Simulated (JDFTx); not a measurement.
Crystal: W.

```
CELL_PARAMETERS angstrom
-1.58234 1.58234 1.58234
1.58234 -1.58234 1.58234
1.58234 1.58234 -1.58234
ATOMIC_POSITIONS crystal
W 0.00000 0.00000 0.00000
```

Base run:

| Item | Value |
| --- | --- |
| Program | JDFTx 1.7.0 (patched build) |
| Functional | LDA |
| Potentials or basis | PseudoDojo-FR-PBE-0.4-standard with smoothed tails |
| Cutoff | 1007 eV |
| Density cutoff | 4027 eV |
| k mesh | 9 × 9 × 9 |
| Occupations | fermi-dirac, width 0.05 eV |
| Spin | spin-orbit coupling, no magnetisation |

Its results: band gap on the k mesh none (metal or under the smearing width); pressure -6.7 GPa.

Task: The run is repeated on the same cell with these changes: functional from LDA to PBEsol; potentials or basis from PseudoDojo-FR-PBE-0.4-standard with smoothed tails to PseudoDojo-FR-PBEsol-0.4-standard with smoothed tails. What comes out?

Result: Band gap on the k mesh none (metal or under the smearing width); pressure -2.3 GPa.

Caveats: the potentials were made for another functional, which shifts forces and pressure (some runs).

Not every run made on this cell is shown here.
